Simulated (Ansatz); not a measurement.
SrO: zone-centre modes at 2 GPa

Level of theory: DFT PBE, scalar-relativistic, plane waves, PAW in Ansatz. Settings: 420 eV plane-wave cutoff, Γ-centred 8×8×8 mesh, fixed occupations. No spin polarisation. Phonons by linear response, acoustic sum rule imposed.

The cell, relaxed at 2 GPa:
```
Sr O
1.0
     0.00000    2.57813    2.57813
     2.57813    0.00000    2.57813
     2.57813    2.57813    0.00000
Sr O
1 1
Cartesian
  0.0000 0.0000 0.0000
  2.5781 2.5781 2.5781
```

Problem. Give the high-frequency dielectric tensor ε∞.

Solution.
```
3.79 0.00 0.00
0.00 3.79 0.00
0.00 0.00 3.79
```

Problem. Give the Born effective charges.

Solution.
```tsv
atom	Z*xx	Z*yy	Z*zz	mean
Sr (atom 1)	2.45	2.45	2.45	2.45
O (atom 2)	-2.45	-2.45	-2.45	-2.45
```

Problem. How large is the static dielectric tensor with the ions free to move, and what share of it is ionic?

Solution.
```
19.3  0.0  0.0
 0.0 19.3  0.0
 0.0  0.0 19.3
```
The ions give 80 % of its trace.

Cost: 1 run of about 0.8 core-minutes, on Arm Neoverse N1 (shared hosts).